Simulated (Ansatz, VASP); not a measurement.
One calculation of LiCl, two programs

```
CELL_PARAMETERS angstrom
0.00000 2.45479 2.45479
2.45479 0.00000 2.45479
2.45479 2.45479 0.00000
ATOMIC_POSITIONS crystal
Li 0.00000 0.00000 0.00000
Cl 0.50000 0.50000 0.50000
```

Alike in both runs: functional PBEsol; k mesh 8 × 8 × 8; no spin polarisation.

Ansatz relaxed the structure, and its values are those at the end. VASP's run is a single point on that final structure, the one shown.

```csv
,VASP,Ansatz
version,VASP 6.6.1,Ansatz 0.2.0
potentials or method,"VASP PAW PBE potentials, release 64 (Li_sv, Cl)","PAW with Ansatz's default frozen-core files, scalar-relativistic"
plane-wave cutoff (eV),520,420
occupations,"gaussian, width 0.01 eV",fixed
valence electrons in the cell,10,10
```

```tsv
	VASP	Ansatz	Ansatz less VASP
gap on the k mesh at the Fermi level (eV)	6.68	6.65	-0.025
```

 A k mesh can miss the band edges.
